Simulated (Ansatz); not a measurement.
# AlGa3N4: the cost of one run

Method: DFT PBEsol, scalar-relativistic, plane waves, PAW, in Ansatz 0.2.0.

1 further run of the same task is left out (set aside as unsound or not needed).

## Step 1: The system as given

Symmetry: Pm, No. 6, monoclinic system. Conventional cell: a = 5.142 Å, b = 3.165 Å, c = 5.478 Å, α = 90.00°, β = 90.04°, γ = 90.00°. Al (site symmetry m) has 4 N at 1.89 to 1.90 Å as nearest neighbours. Ga (site symmetry m) is surrounded by 4 N at 1.94 to 1.95 Å. Around Ga (site symmetry m) lie 4 N at 1.94 to 1.96 Å. Ga (site symmetry m) is surrounded by 4 N at 1.95 to 1.96 Å. Around N (site symmetry m) lie 1 Al at 1.89 Å and 3 Ga at 1.95 Å. Around N (site symmetry m) lie 2 Al at 1.90 Å and 2 Ga at 1.96 Å. N (site symmetry m) has 4 Ga at 1.94 to 1.95 Å as nearest neighbours. N (site symmetry m) has 1 Al at 1.90 Å and 3 Ga at 1.94 Å as nearest neighbours.

Structure file:

```cif
data_structure
_symmetry_space_group_name_H-M 'P 1'
_symmetry_Int_Tables_number 1
_cell_length_a 5.1424
_cell_length_b 3.1650
_cell_length_c 5.4785
_cell_angle_alpha 90.000
_cell_angle_beta 90.036
_cell_angle_gamma 90.000
_cell_volume 89.17
loop_
_atom_site_label
_atom_site_type_symbol
_atom_site_fract_x
_atom_site_fract_y
_atom_site_fract_z
_atom_site_occupancy
Al1 Al 0.00060 0.50000 0.66736 1
Ga1 Ga 0.49912 0.50000 0.33492 1
Ga2 Ga 0.49903 0.00000 0.83156 1
Ga3 Ga 0.99986 0.00000 0.16618 1
N1 N 0.11967 0.50000 0.34010 1
N2 N 0.11765 0.00000 0.82638 1
N3 N 0.62044 0.00000 0.16622 1
N4 N 0.63123 0.50000 0.66730 1
```

It goes back to an entry of the Materials Project, which need not be the stable form.

This cell was relaxed beforehand with the same method: volume 11.15 Å³/atom, gap on the mesh 2.36 eV.

## Step 2: The reference cell

Reference values: F = -13274.4685 eV; pressure -0.01 GPa; largest force 0.004 eV/Å; gap on the mesh 2.36 eV. It was computed beforehand with the settings of the runs below.

## Step 3: The scan: random displacements

All atoms are moved at random with no net shift, in some cells together with a random strain.

## Step 4: At rms move = 0.177 Å

input.yaml

```yaml
crystal:
  lattice:
    - [5.1696039751, -0.0283852707, 0.0032842775]
    - [-0.017470456, 3.1474659105, 0.0022218481]
    - [-0.000234796, 0.0038657454, 5.4624478433]
  atoms:
    - { symbol: Al, position: [-0.0284049834, 0.4638324464, 0.6745317355] }
    - { symbol: Ga, position: [0.5229662364, 0.5076604701, 0.354469666] }
    - { symbol: Ga, position: [0.5119238068, 0.0075918396, 0.8445070131] }
    - { symbol: Ga, position: [0.9638845048, 0.0382981123, 0.1388340025] }
    - { symbol: "N", position: [0.1134912329, 0.5394008277, 0.339113011] }
    - { symbol: "N", position: [0.1328103026, -0.0622562579, 0.8235058107] }
    - { symbol: "N", position: [0.6205715025, 0.0203456968, 0.1827886771] }
    - { symbol: "N", position: [0.6503574076, 0.4851268649, 0.6422510841] }
basis:
  ecutwfc: 420
kpoints:
  mp_grid: { grid: [6, 8, 6] }
hamiltonian:
  xc: pbesol
scf:
  occupations: { method: gaussian, width: 0.05 }
output:
  forces: true
  stress: true
  eigenvalues: true
```

Started as:

```sh
$ ansatz run input.yaml --threads 2 --pin off --max-ram 5120MiB --backend cpu --events-out ev --progress --plain --runs-dir out
```

What time and memory should one allow on 2 threads of AMD EPYC 7R43 (Zen 3), shared host?

About 21 s, with a peak of 0.68 GiB.
